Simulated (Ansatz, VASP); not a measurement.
SnTe2: VASP beside Ansatz

The input INCAR:

```
SYSTEM = SnTe2
PREC     = Accurate       ! precision mode
ENCUT    = 520            ! plane-wave cutoff, eV
EDIFF    = 1E-6           ! SCF threshold, eV
ISMEAR   = -1             ! smearing method
SIGMA    = 0.02           ! smearing width, eV
LREAL    = .FALSE.        ! projectors in reciprocal space
LASPH    = .TRUE.         ! aspherical terms in the spheres
NELM     = 60             ! most SCF steps
ALGO     = Normal         ! electronic algorithm
ISIF     = 2              ! what is computed and relaxed
LWAVE    = .FALSE.        ! write WAVECAR
LCHARG   = .FALSE.        ! write CHGCAR
GGA      = PS             ! functional
NBANDS   = 20             ! bands
```

The input KPOINTS:

```
Automatic mesh
0
G
  4 4 4
  0 0 0
```

File POSCAR:

```
SnTe2
1.0
    2.0883103927      1.2056865674      6.2909642825
   -2.0883103927      1.2056865674      6.2909642825
    0.0000000000     -2.4113731348      6.2909642825
Sn Te
1 2
Direct
    0.0000000000      0.0000000000      0.0000000000
    0.2413664390      0.2413664390      0.2413664390
    0.7586335610      0.7586335610      0.7586335610
```

Input for Ansatz:

```yaml
crystal:
  lattice:
    - [2.0883103927, 1.2056865674, 6.2909642825]
    - [-2.0883103927, 1.2056865674, 6.2909642825]
    - [0.0, -2.4113731348, 6.2909642825]
  atoms:
    - { symbol: Sn, position: [0.0, 0.0, 0.0] }
    - { symbol: Te, position: [0.241366439, 0.241366439, 0.241366439] }
    - { symbol: Te, position: [0.758633561, 0.758633561, 0.758633561] }
kpoints:
  mp_grid: { grid: [4, 4, 4] }
hamiltonian:
  xc: pbesol
scf:
  occupations: { method: fermi_dirac, width: 0.02 }
  n_extra_bands: 4
output:
  forces: true
  stress: true
  eigenvalues: true
```

Alike in both runs: task single point; functional PBEsol; k mesh 4 × 4 × 4; occupations fermi-dirac, width 0.02 eV; no spin polarisation.

```csv
,VASP,Ansatz
version,VASP 6.6.1,Ansatz 0.2.0
potentials or method,"VASP PAW PBE potentials, release 64 (Sn_d, Te)",plane waves
plane-wave cutoff (eV),520,420
valence electrons in the cell,26,46
```

VASP gave:

```
pressure (GPa)                                  : -0.3
largest component of the traceless stress (GPa) : 1.52
rms of the force components (eV/Å)              : 0.037
```

Q: Estimate Ansatz's values.

A: Pressure (GPa): -0.3; largest component of the traceless stress (GPa): 1.52; rms of the force components (eV/Å): 0.029.

Atom by atom the forces differ by 0.008 eV/Å (rms over components). The two sets of potentials don't hold the same shells in valence.

Caveats: the k mesh is coarse (spacing up to 0.44 Å⁻¹), so the values aren't converged; the PAW data sets were made with another functional, which shifts forces and pressure a little (VASP). The runs have no spin-orbit coupling, so splittings on Te are missing.
